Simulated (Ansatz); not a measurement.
Geometry optimisation in Ansatz: input, command and trajectory.

```yaml
crystal:
  lattice:
    - [2.5545319511, 0.0, 0.0]
    - [-1.2772659756, 2.2122895644, 0.0]
    - [0.0, 0.0, 6.3368329173]
  atoms:
    - { symbol: B, position: [0.0, 0.0, 0.0] }
    - { symbol: "N", position: [0.0, 0.0, 0.25] }
    - { symbol: B, position: [0.3333333333, 0.6666666667, 0.3333333333] }
    - { symbol: "N", position: [0.3333333333, 0.6666666667, 0.5833333333] }
    - { symbol: B, position: [0.6666666667, 0.3333333333, 0.6666666667] }
    - { symbol: "N", position: [0.6666666667, 0.3333333333, 0.9166666667] }
basis:
  ecutwfc: 420
kpoints:
  mp_grid: { grid: [12, 12, 4] }
hamiltonian:
  xc: pbe
scf:
  occupations: { method: gaussian, width: 0.02 }
output:
  forces: true
  stress: true
  eigenvalues: true
  populations: true
relax:
  adjacent_minimum: "off"
  f_tol: 0.01
  max_steps: 45
  cell: { stress_tol: 0.05 }
```

```bash
ansatz run input.yaml --threads 1 --pin off --max-ram 2560MiB --backend cpu --events-out ev --progress --plain --runs-dir out
```

Method: DFT PBE, scalar-relativistic, plane waves, PAW (Ansatz 0.2.0).

Of 7 frames 7 are shown, positions in Å and forces in eV/Å; the SCF threshold varies from step to step. Steps run on the plane waves of an earlier cell, with a Pulay correction in the pressure. The basis is chosen afresh for the last frame, the zero of the energies, and can be on the way; energy and pressure step there, also at an unchanged geometry.

```xyz
6
Lattice="2.5545 0.0000 0.0000 -1.2773 2.2123 0.0000 0.0000 0.0000 6.3368" Properties=species:S:1:pos:R:3:forces:R:3 pbc="T T T" step=1 free_energy_over_end_meV_per_atom=1.75 pressure_GPa=-0.91
B     0.0000    0.0000    0.0000    0.0000    0.0000    0.0100
N     0.0000    0.0000    1.5842    0.0000    0.0000   -0.0100
B     0.0000    1.4749    2.1123    0.0000    0.0000    0.0100
N     0.0000    1.4749    3.6965    0.0000    0.0000   -0.0100
B     1.2773    0.7374    4.2246    0.0000    0.0000    0.0100
N     1.2773    0.7374    5.8088    0.0000    0.0000   -0.0100
6
Lattice="2.5648 0.0000 0.0000 -1.2824 2.2212 0.0000 0.0000 0.0000 6.2768" Properties=species:S:1:pos:R:3:forces:R:3 pbc="T T T" step=2 free_energy_over_end_meV_per_atom=0.35 pressure_GPa=-0.41
B     0.0000    0.0000   -0.0042    0.0000    0.0000    0.1920
N     0.0000    0.0000    1.5734    0.0000    0.0000   -0.1920
B     0.0000    1.4808    2.0881    0.0000    0.0000    0.1920
N     0.0000    1.4808    3.6657    0.0000    0.0000   -0.1920
B     1.2824    0.7404    4.1804    0.0000    0.0000    0.1920
N     1.2824    0.7404    5.7579    0.0000    0.0000   -0.1920
6
Lattice="2.5623 0.0000 0.0000 -1.2812 2.2190 0.0000 0.0000 0.0000 6.2859" Properties=species:S:1:pos:R:3:forces:R:3 pbc="T T T" step=3 free_energy_over_end_meV_per_atom=0.06 pressure_GPa=-0.22
B     0.0000    0.0000   -0.0023    0.0000    0.0000    0.1090
N     0.0000    0.0000    1.5738    0.0000    0.0000   -0.1090
B     0.0000    1.4794    2.0930    0.0000    0.0000    0.1090
N     0.0000    1.4794    3.6691    0.0000    0.0000   -0.1090
B     1.2812    0.7397    4.1883    0.0000    0.0000    0.1090
N     1.2812    0.7397    5.7643    0.0000    0.0000   -0.1090
6
Lattice="2.5629 0.0000 0.0000 -1.2815 2.2196 0.0000 0.0000 0.0000 6.2791" Properties=species:S:1:pos:R:3:forces:R:3 pbc="T T T" step=4 free_energy_over_end_meV_per_atom=-0.11 pressure_GPa=0.00
B     0.0000    0.0000    0.0000    0.0000    0.0000   -0.0010
N     0.0000    0.0000    1.5698    0.0000    0.0000    0.0010
B     0.0000    1.4797    2.0930    0.0000    0.0000   -0.0010
N     0.0000    1.4797    3.6628    0.0000    0.0000    0.0010
B     1.2815    0.7399    4.1861    0.0000    0.0000   -0.0010
N     1.2815    0.7399    5.7558    0.0000    0.0000    0.0010
6
Lattice="2.5629 0.0000 0.0000 -1.2815 2.2196 0.0000 0.0000 0.0000 6.2791" Properties=species:S:1:pos:R:3:forces:R:3 pbc="T T T" step=5 free_energy_over_end_meV_per_atom=0.00 pressure_GPa=-0.03
B     0.0000    0.0000    0.0000    0.0000    0.0000    0.0000
N     0.0000    0.0000    1.5698    0.0000    0.0000    0.0000
B     0.0000    1.4797    2.0930    0.0000    0.0000    0.0000
N     0.0000    1.4797    3.6628    0.0000    0.0000    0.0000
B     1.2815    0.7399    4.1861    0.0000    0.0000    0.0000
N     1.2815    0.7399    5.7558    0.0000    0.0000    0.0000
6
Lattice="2.5630 0.0000 0.0000 -1.2815 2.2196 0.0000 0.0000 0.0000 6.2782" Properties=species:S:1:pos:R:3:forces:R:3 pbc="T T T" step=6 free_energy_over_end_meV_per_atom=0.00 pressure_GPa=0.00
B     0.0000    0.0000    0.0000    0.0000    0.0000    0.0000
N     0.0000    0.0000    1.5695    0.0000    0.0000    0.0000
B     0.0000    1.4798    2.0927    0.0000    0.0000    0.0000
N     0.0000    1.4798    3.6623    0.0000    0.0000    0.0000
B     1.2815    0.7399    4.1854    0.0000    0.0000    0.0000
N     1.2815    0.7399    5.7550    0.0000    0.0000    0.0000
6
Lattice="2.5630 0.0000 0.0000 -1.2815 2.2196 0.0000 0.0000 0.0000 6.2782" Properties=species:S:1:pos:R:3:forces:R:3 pbc="T T T" step=7 free_energy_over_end_meV_per_atom=0.00 pressure_GPa=0.00
B     0.0000    0.0000    0.0000    0.0000    0.0000    0.0000
N     0.0000    0.0000    1.5695    0.0000    0.0000    0.0000
B     0.0000    1.4798    2.0927    0.0000    0.0000    0.0000
N     0.0000    1.4798    3.6623    0.0000    0.0000    0.0000
B     1.2815    0.7399    4.1854    0.0000    0.0000    0.0000
N     1.2815    0.7399    5.7550    0.0000    0.0000    0.0000
```

The run took 69 s on 1 thread of Arm Neoverse N1 (shared host), peak memory 0.33 GiB.